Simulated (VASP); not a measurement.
# Hf (Im-3m) in VASP: further runs

Runs on Hf. Level: r2SCAN. Tasks: single point.

Program: VASP 6.6.1. These are calculated values, not measurements. Logs are shortened: lines on timing, memory, paths and dates and some standing lists are left out, and cuts for length are marked.

## 1. The structure

It takes space group Im-3m (No. 229, cubic). Conventional cell: a = 3.610 Å, b = 3.610 Å, c = 3.610 Å, α = 90.00°, β = 90.00°, γ = 90.00°. Around Hf (site symmetry m-3m) lie 8 Hf at 3.13 Å.

This isn't the form of Hf at room conditions, which is hcp.

## 2. Single point, r2SCAN

INCAR reads:

```
SYSTEM = Hf
ADDGRID = .False.
ALGO = Normal
EDIFF = 1E-8
ENCUT = 900
ISIF = 2
ISMEAR = 1
LASPH = .True.
LCHARG = .False.
LMIXTAU = .True.
LREAL = .False.
LWAVE = .False.
METAGGA = R2SCAN
NELM = 100
PREC = Accurate
SIGMA = 0.1
```

KPOINTS reads:

```
k-points
0
Gamma
  19 19 19
  0 0 0
```

POSCAR reads:

```
Hf
1.0
   -1.8050000000      1.8050000000      1.8050000000
    1.8050000000     -1.8050000000      1.8050000000
    1.8050000000      1.8050000000     -1.8050000000
Hf
1
Direct
    0.0000000000      0.0000000000      0.0000000000
```

Potentials or basis: VASP PAW PBE potentials, release 64 (Hf).

On the command line:

```sh
$ cat potpaw_PBE.64/Hf/POTCAR > POTCAR
$ mpirun -np 1 vasp_std > vasp.out
```

OUTCAR:

```text
SYSTEM = Hf
   EDIFF = 1E-8
   ENCUT = 900
   ISIF = 2
   ISMEAR = 1
   LASPH = .True.
   LREAL = .False.
   METAGGA = R2SCAN
   NELM = 100
   PREC = Accurate

 ion  position               nearest neighbor table
   1  0.000  0.000  0.000-

  LATTYP: Found a body centered cubic cell.
 ALAT       =     3.6100000000

  Lattice vectors:

 A1 = (  -1.8050000000,   1.8050000000,   1.8050000000)
 A2 = (   1.8050000000,  -1.8050000000,   1.8050000000)
 A3 = (   1.8050000000,   1.8050000000,  -1.8050000000)

Analysis of symmetry for initial positions (statically):
=====================================================================
 Subroutine PRICEL returns:
 Original cell was already a primitive cell.

 Routine SETGRP: Setting up the symmetry group for a
 body centered cubic supercell.

 Subroutine GETGRP returns: Found 48 space group operations
 (whereof 48 operations were pure point group operations)
 out of a pool of 48 trial point group operations.

The static configuration has the point symmetry O_h .

Analysis of symmetry for dynamics (positions and initial velocities):
=====================================================================
 Subroutine PRICEL returns:
 Original cell was already a primitive cell.

 Routine SETGRP: Setting up the symmetry group for a
 body centered cubic supercell.

 Subroutine GETGRP returns: Found 48 space group operations
 (whereof 48 operations were pure point group operations)
 out of a pool of 48 trial point group operations.

The dynamic configuration has the point symmetry O_h .

 Subroutine INISYM returns: Found 48 space group operations
 (whereof 48 operations are pure point group operations),
 and found     1 'primitive' translations

----------------------------------------------------------------------------------------

                                     Primitive cell

  volume of cell :      23.5229

  direct lattice vectors                    reciprocal lattice vectors
    -1.805000000  1.805000000  1.805000000     0.000000000  0.277008310  0.277008310
     1.805000000 -1.805000000  1.805000000     0.277008310  0.000000000  0.277008310
     1.805000000  1.805000000 -1.805000000     0.277008310  0.277008310  0.000000000

  length of vectors
     3.126351708  3.126351708  3.126351708     0.391748909  0.391748909  0.391748909

  position of ions in fractional coordinates (direct lattice)
     0.000000000  0.000000000  0.000000000

  ion indices of the primitive-cell ions
   primitive index   ion index
                 1           1

----------------------------------------------------------------------------------------

 KPOINTS: k-points

Automatic generation of k-mesh.
 Grid dimensions read from file:
 generate k-points for:   19   19   19

 Generating k-lattice:

  Cartesian coordinates                     Fractional coordinates (reciprocal lattice)
     0.000000000  0.014579385  0.014579385     0.052631579  0.000000000  0.000000000
     0.014579385  0.000000000  0.014579385     0.000000000  0.052631579  0.000000000
     0.014579385  0.014579385  0.000000000     0.000000000  0.000000000  0.052631579

  Length of vectors
     0.020618364  0.020618364  0.020618364

  Shift w.r.t. Gamma in fractional coordinates (k-lattice)
     0.000000000  0.000000000  0.000000000

 Subroutine IBZKPT returns following result:
 ===========================================

 Found    220 irreducible k-points:

 Following reciprocal coordinates:
            Coordinates               Weight
  0.000000  0.000000  0.000000      1.000000
  0.052632  0.000000  0.000000     12.000000
  0.105263  0.000000  0.000000     12.000000
  0.157895  0.000000  0.000000     12.000000
  0.210526  0.000000  0.000000     12.000000
  0.263158  0.000000  0.000000     12.000000
[... 16 lines left out ...]
  0.263158  0.105263 -0.000000     48.000000
  0.315789  0.105263  0.000000     48.000000
 [... further k-points ...]
   k-points           NKPTS =    220   k-points in BZ     NKDIM =    220   number of bands    NBANDS=      6
   number of dos      NEDOS =    301   number of ions     NIONS =      1
   total plane-waves  NPLWV =  32768
   dimension x,y,z NGX =    32 NGY =   32 NGZ =   32
   dimension x,y,z NGXF=    64 NGYF=   64 NGZF=   64
   ions per type =               1
   NGX,Y,Z   is equivalent  to a cutoff of  17.02, 17.02, 17.02 a.u.
   NGXF,Y,Z  is equivalent  to a cutoff of  34.03, 34.03, 34.03 a.u.
 SYSTEM =  Hf
   PREC   = accura    normal or accurate (medium, high low for compatibility)
   ISTART =      0    job   : 0-new  1-cont  2-samecut
   ICHARG =      2    charge: 1-file 2-atom 10-const
   ISPIN  =      1    spin polarized calculation?
   LNONCOLLINEAR =      F non collinear calculations
   LSORBIT =      F    spin-orbit coupling
   LASPH  =      T    aspherical Exc in radial PAW
   ENCUT  =  900.0 eV  66.15 Ry    8.13 a.u.   7.65  7.65  7.65*2*pi/ulx,y,z
   NELM   =    100;   NELMIN=  2; NELMDL= -5     # of ELM steps
   EDIFF  = 0.1E-07   stopping-criterion for ELM
   LREAL  =      F    real-space projection
   EDIFFG = 0.1E-06   stopping-criterion for IOM
   NSW    =      0    number of steps for IOM
   IBRION =     -1    ionic relax: 0-MD 1-quasi-New 2-CG
   NFREE  =      0    steps in history (QN), initial steepest desc. (CG)
   ISIF   =      2    stress and relaxation
   ISYM   =      2    0-nonsym 1-usesym 2-fastsym
   POTIM  = 0.5000    time-step for ionic-motion
   TEBEG  =    0.0;   TEEND  =   0.0 temperature during run
   PSTRESS=    0.0 pullay stress
   NELECT =       4.0000    total number of electrons
   NUPDOWN=      -1.0000    fix difference up-down
   EMIN   =  10.00;   EMAX   =-10.00  energy-range for DOS
   EFERMI =   0.00;   METHOD = LEGACY
   ISMEAR =     1;   SIGMA  =   0.10  broadening in eV -4-tet -1-fermi 0-gaus
   EFERMI_NEDOS =   21; number of points for ismear=-14 and -15
   IALGO  =     38    algorithm
   IMIX   =      4    mixing-type and parameters
     AMIX     =   0.40;   BMIX     =  1.00
     AMIX_MAG =   1.60;   BMIX_MAG =  1.00
  volume/ion in A,a.u.               =      23.52       158.74
  Fermi-wavevector in a.u.,A,eV,Ry     =   0.906980  1.713943 11.192321  0.822612
  Thomas-Fermi vector in A             =   2.030732
   LORBIT       =      0    0 simple, 1 ext, 2 COOP (PROOUT), +10 PAW based schemes
   METAGGA = R2SCAN    functional components
   LHFCALC =     F    Hartree Fock is set to
   AEXX    =    0.0000 exact exchange contribution
   IVDW    =     0    specifies the selected vdW correction
   LEPSILON=     F    determine dielectric tensor
   LRPA    =     F    only Hartree local field effects (RPA)
 non-spin polarized calculation
 Methfessel and Paxton  Order N= 1 SIGMA  =   0.10
  energy-cutoff  :      900.00
  volume of cell :       23.52
 maximum number of plane-waves:      1464
   NGX = 15   NGY = 15   NGZ = 15

 number of electron       4.0000000 magnetization

 Free energy of the ion-electron system (eV)
  ---------------------------------------------------
  ext. energy  EPLUGINS =         0.00000000
  ---------------------------------------------------
  free energy    TOTEN  =       -44.86767191 eV

  energy without entropy =      -44.86758645  energy(sigma->0) =      -44.86764342

 E-fermi :   4.4308     XC(G=0): -11.4423

 val. band max:        4.4239959076   @ k =   0.3684   0.1579   0.1053
 cond. band min:       4.4339661257   @ k =   0.2105   0.1053   0.0526
 fundamental gap:      0.0099702181
 Fermi energy:         4.4307949272

 k-point     1 :       0.0000    0.0000    0.0000
  band No.  band energies     occupation
      1      -2.7588      2.00000
      2       6.0970     -0.00000
      3       6.0970     -0.00000
      4       6.0970     -0.00000
      5       8.7486      0.00000
      6       8.7486      0.00000

 k-point     2 :       0.0526    0.0000    0.0000
  band No.  band energies     occupation
      1      -2.6594      2.00000
      2       6.0245     -0.00000
      3       6.0684     -0.00000
      4       6.1934     -0.00000
      5       8.6310      0.00000
      6       8.7471      0.00000

 k-point     3 :       0.1053    0.0000    0.0000
  band No.  band energies     occupation
      1      -2.3671      2.00000
      2       5.8236     -0.00000
      3       5.9543     -0.00000
      4       6.4802      0.00000
      5       8.3793      0.00000
      6       8.7485      0.00000

 k-point     4 :       0.1579    0.0000    0.0000
  band No.  band energies     occupation
      1      -1.9008      2.00000
      2       5.5351     -0.00000
      3       5.7013     -0.00000
      4       6.9504      0.00000
      5       8.1939      0.00000
      6       8.7675      0.00000

 k-point     5 :       0.2105    0.0000    0.0000
  band No.  band energies     occupation
      1      -1.2952      2.00000
      2       5.2065     -0.00000
      3       5.3274     -0.00000
      4       7.5908      0.00000
      5       8.1820      0.00000
      6       8.8207      0.00000

 k-point     6 :       0.2632    0.0000    0.0000
  band No.  band energies     occupation
      1      -0.6082      2.00000
      2       4.8801     -0.00000
      3       4.9489     -0.00000
      4       8.3075      0.00000
      5       8.3804      0.00000
      6       8.9193      0.00000

 k-point     7 :       0.3158    0.0000    0.0000
  band No.  band energies     occupation
      1       0.0700      2.00000
      2       4.5876     -0.04906
      3       4.7016     -0.00087
      4       8.4819      0.00000
      5       9.0635      0.00000
      6       9.2847      0.00000

 k-point     8 :       0.3684    0.0000    0.0000
  band No.  band energies     occupation
      1       0.6208      2.00000
      2       4.3518      1.97508
      3       4.6869     -0.00176
      4       8.6169      0.00000
      5       9.2373      0.00000
      6      10.2419      0.00000

 k-point     9 :       0.4211    0.0000    0.0000
  band No.  band energies     occupation
      1       0.9586      2.00000
      2       4.1872      2.00307
      3       4.8977     -0.00000
      4       8.6500      0.00000
      5       9.4039      0.00000
      6      11.1310      0.00000

 k-point    10 :       0.4737    0.0000    0.0000
  band No.  band energies     occupation
      1       1.0992      2.00000
      2       4.1029      2.00004
      3       5.1341     -0.00000
      4       8.6082      0.00000
      5       9.5096      0.00000
      6      11.7185      0.00000

 k-point    11 :       0.0526    0.0526    0.0000
  band No.  band energies     occupation
      1      -2.4635      2.00000
      2       5.9162     -0.00000
      3       5.9600     -0.00000
      4       6.3952     -0.00000
      5       8.4305      0.00000
      6       8.7634      0.00000

 k-point    12 :       0.1053    0.0526   -0.0000
  band No.  band energies     occupation
      1      -2.0834      2.00000
      2       5.6720     -0.00000
      3       5.7730     -0.00000
      4       6.7814      0.00000
      5       8.1821      0.00000
      6       8.8074      0.00000

 k-point    13 :       0.1579    0.0526    0.0000
  band No.  band energies     occupation
      1      -1.5446      2.00000
      2       5.3566     -0.00000
      3       5.4614     -0.00000
      4       7.3399      0.00000
      5       8.0655      0.00000
      6       8.8758      0.00000

 k-point    14 :       0.2105    0.0526   -0.0000
  band No.  band energies     occupation
      1      -0.8912      2.00000
      2       5.0227     -0.00000
      3       5.0817     -0.00000
      4       8.0333      0.00000
      5       8.1438      0.00000
      6       8.9715      0.00000

 k-point    15 :       0.2632    0.0526    0.0000
  band No.  band energies     occupation
      1      -0.1946      2.00000
      2       4.7064     -0.00068
      3       4.7633     -0.00003
      4       8.2754      0.00000
      5       8.9148      0.00000
      6       9.0924      0.00000

 k-point    16 :       0.3158    0.0526    0.0000
  band No.  band energies     occupation
      1       0.4382      2.00000
      2       4.4522      0.64661
      3       4.6109     -0.02875
      4       8.4651      0.00000
      5       9.2283      0.00000
      6       9.8480      0.00000

 k-point    17 :       0.3684    0.0526    0.0000
  band No.  band energies     occupation
      1       0.8914      2.00000
      2       4.2585      2.03515
      3       4.7079     -0.00063
      4       8.5839      0.00000
      5       9.3718      0.00000
      6      10.7828      0.00000

 k-point    18 :       0.4211    0.0526    0.0000
  band No.  band energies     occupation
      1       1.1249      2.00000
      2       4.1374      2.00027
      3       4.9571     -0.00000
      4       8.5824      0.00000
      5       9.5045      0.00000
      6      11.5505      0.00000

 k-point    19 :       0.4737    0.0526    0.0000
  band No.  band energies     occupation
      1       1.1905      2.00000
      2       4.0964      2.00002
      3       5.0944     -0.00000
      4       8.5508      0.00000
      5       9.5631      0.00000
      6      11.8687      0.00000

 k-point    20 :       0.1053    0.1053    0.0000
  band No.  band energies     occupation
      1      -1.6288      2.00000
      2       5.4444     -0.00000
      3       5.4707     -0.00000
      4       7.2732      0.00000
      5       7.9789      0.00000
      6       8.9333      0.00000

 k-point    21 :       0.1579    0.1053    0.0000
  band No.  band energies     occupation
      1      -1.0346      2.00000
      2       5.0973     -0.00000
      3       5.1602     -0.00000
      4       7.8928      0.00000
      5       7.9524      0.00000
      6       9.0733      0.00000

 k-point    22 :       0.2105    0.1053   -0.0000
  band No.  band energies     occupation
      1      -0.3528      2.00000
      2       4.7235     -0.00028
      3       4.8705     -0.00000
      4       8.0066      0.00000
      5       8.7251      0.00000
      6       9.2051      0.00000

 k-point    23 :       0.2632    0.1053   -0.0000
  band No.  band energies     occupation
      1       0.3318      2.00000
      2       4.4382      0.87453
      3       4.6315     -0.01562
      4       8.1961      0.00000
      5       9.3115      0.00000
      6       9.6243      0.00000

 k-point    24 :       0.3158    0.1053    0.0000
  band No.  band energies     occupation
      1       0.8995      2.00000
      2       4.2797      2.05435
      3       4.5266     -0.04041
      4       8.3933      0.00000
      5       9.3993      0.00000
      6      10.5627      0.00000

 [... further k-points ...]
[... 5 lines left out ...]
  --------------------------------------------------------------------------------------
  -------------------------------------------------------------------------------------
  Total       -1.1592466     -1.1592466     -1.1592466     -0.0000000     -0.0000000      0.0000000
  in kB      -78.9577573    -78.9577573    -78.9577573     -0.0000000     -0.0000000      0.0000000
  external PRESSURE =     -78.9577573 kB  Pullay stress =       0.0000000 kB

 VOLUME and BASIS-vectors are now :
 -----------------------------------------------------------------------------
  energy-cutoff  :      900.00
  volume of cell :       23.52
      direct lattice vectors                 reciprocal lattice vectors
    -1.805000000  1.805000000  1.805000000     0.000000000  0.277008310  0.277008310
     1.805000000 -1.805000000  1.805000000     0.277008310  0.000000000  0.277008310
     1.805000000  1.805000000 -1.805000000     0.277008310  0.277008310  0.000000000

 POSITION                                       TOTAL-FORCE (eV/Angst)
 -----------------------------------------------------------------------------------
      0.00000      0.00000      0.00000         0.000000      0.000000      0.000000
 -----------------------------------------------------------------------------------
    total drift:                                0.000000      0.000000     -0.000000

  FREE ENERGIE OF THE ION-ELECTRON SYSTEM (eV)
  ---------------------------------------------------
  free  energy   TOTEN  =       -44.8676719090 eV

  energy  without entropy=      -44.8675864486  energy(sigma->0) =      -44.86764342
```

Wall time 3.1 min (1 thread of Intel Xeon Platinum 8488C (Sapphire Rapids), shared host); peak memory 0.26 GiB.

What came out:

```yaml
Free_energy: -44.8677 eV
Pressure: -7.9 GPa
Band_gap_on_the_k_mesh: none (metal or under the smearing width)
```

Caveat: the PAW data sets were made with another functional, which shifts forces and pressure a little. Spin-orbit coupling is left out, which matters for the levels of Hf.

[end of part 1 of 2]
